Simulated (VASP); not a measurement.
**InP: single point with BLYP+D3(BJ)**

**What was measured.**

From a printed reference work, data compilation, for a bulk crystal of InP at 1.6 K: band gap 1.4236 eV (direct).

The system is InP.

```
CELL_PARAMETERS angstrom
0.00000 2.95423 2.95423
2.95423 0.00000 2.95423
2.95423 2.95423 0.00000
ATOMIC_POSITIONS crystal
In 0.00000 0.00000 0.00000
P 0.75000 0.75000 0.75000
```

| Item | Value |
| --- | --- |
| Program | VASP 6.6.1 |
| Task | single point |
| Functional | BLYP |
| Dispersion | D3(BJ) |
| Potentials or basis | VASP PAW PBE potentials, release 64 (In_d, P) |
| Cutoff | 520 eV |
| k mesh | 8 × 8 × 8 |
| Occupations | fermi-dirac, width 0.05 eV |
| Spin | no spin polarisation |

| Item | Value |
| --- | --- |
| Pressure | 0.0 GPa |
| Band gap on the k mesh | 0.49 eV, direct |
| Dispersion energy per atom | -0.696 eV |

Levels at points of the mesh, in eV from the valence-band top:
| k point | band 6 | band 7 | band 8 | band 9 | band 10 | band 11 | band 12 | band 13 |
| --- | --- | --- | --- | --- | --- | --- | --- | --- |
| (0.00, 0.00, 0.00) | -11.35 | 0.00 | 0.00 | 0.00 | 0.49 | 4.11 | 4.11 | 4.11 |
| (0.50, 0.00, 0.00) | -9.73 | -5.59 | -0.93 | -0.93 | 1.43 | 4.87 | 4.87 | 7.18 |
| (0.50, 0.50, 0.00) | -9.11 | -5.66 | -2.22 | -2.22 | 1.93 | 2.34 | 9.08 | 9.38 |

Run time: 47 s on 1 thread of Intel(R) Xeon(R) Platinum 8259CL CPU @ 2.50GHz (Skylake/Cascade Lake) (shared host), peak memory 0.17 GiB.

Against the measured gap of InP, 1.4236 eV (direct; 1.6 K; a printed reference work, data compilation), the calculated 0.49 eV is off by -0.93 eV. Spin-orbit coupling on In is left out. The value is that of BLYP+D3(BJ), without temperature or zero-point motion. Semilocal functionals fall short of measured gaps as a rule.

Caveat: the PAW data sets were made with another functional, which shifts forces and pressure a little; spin-orbit coupling is left out, which moves the levels of the heavy elements.
